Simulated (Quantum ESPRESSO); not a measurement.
**WS2 in Quantum ESPRESSO: convergence with SCF threshold**

WS2, a slab with vacuum:

```xyz
3
Lattice="3.1835 0.0000 0.0000 -1.5918 2.7570 0.0000 0.0000 0.0000 16.9506" Properties=species:S:1:pos:R:3 pbc="T T T"
W    -0.0219    0.0121   -0.0039
S     0.0244    1.8306    1.5471
S    -0.0030    1.8715   15.3919
```

The cell isn't the ideal one: atoms moved at random, drawn with an rms of 0.02 Å.

- Program: Quantum ESPRESSO 7.5
- Task: single point
- Functional: PBE
- Potentials or basis: PseudoDojo 0.5 SR PBE stringent
- Cutoff: 1225 eV
- Density cutoff: 4898 eV
- k mesh: 7 × 7 × 1
- Occupations: methfessel-paxton, width 0.1 eV
- Spin: no spin polarisation

These are the settings of the first run; the series varies SCF threshold, with any setting tied to it.

Hardware: 1 thread of Arm Neoverse V1, on a shared host.

Problem. The values tried are 0.001 Ry, 0.0001 Ry, 1e-05 Ry, 1e-06 Ry, 1e-07 Ry, 1e-08 Ry, 1e-10 Ry, 1e-12 Ry, loosest first. From which on does the largest force stay within 0.005 eV/Å of the tightest run that finished?

Solution. From 0.0001 Ry on.

```
SCF threshold  energy less the tightest run, at zero smearing (meV/atom)  largest force (eV/Å)  gap on the mesh (eV)  SCF cycles  CPU time (s)  peak memory (GiB)
     0.001 Ry                                                       0.57                 0.717                 2.065           4            74               0.33
    0.0001 Ry                                                       0.25                 0.706                 2.049           5            93               0.33
     1e-05 Ry                                                       0.03                 0.705                 2.054           6           100               0.33
     1e-06 Ry                                                       0.00                 0.706                 2.056           8           130               0.33
     1e-07 Ry                                                       0.00                 0.707                 2.056           9           140               0.33
     1e-08 Ry                                                       0.00                 0.707                 2.056          10           150               0.33
     1e-10 Ry                                                       0.00                 0.707                 2.056          12           170               0.33
     1e-12 Ry                                                       0.00                 0.707                 2.056          13           180               0.33
```

Against the tightest run, the energy stays within 1 meV/atom from 0.001 Ry on; the gap on the mesh stays within 0.01 eV from 0.001 Ry on. The tightest run that finished is the yardstick and may itself not be fully converged.

Caveat, for the tightest run too: the k mesh is coarse; this smearing can shift energies of a crystal with a gap; spin-orbit coupling is left out, which moves the levels of the heavy elements.
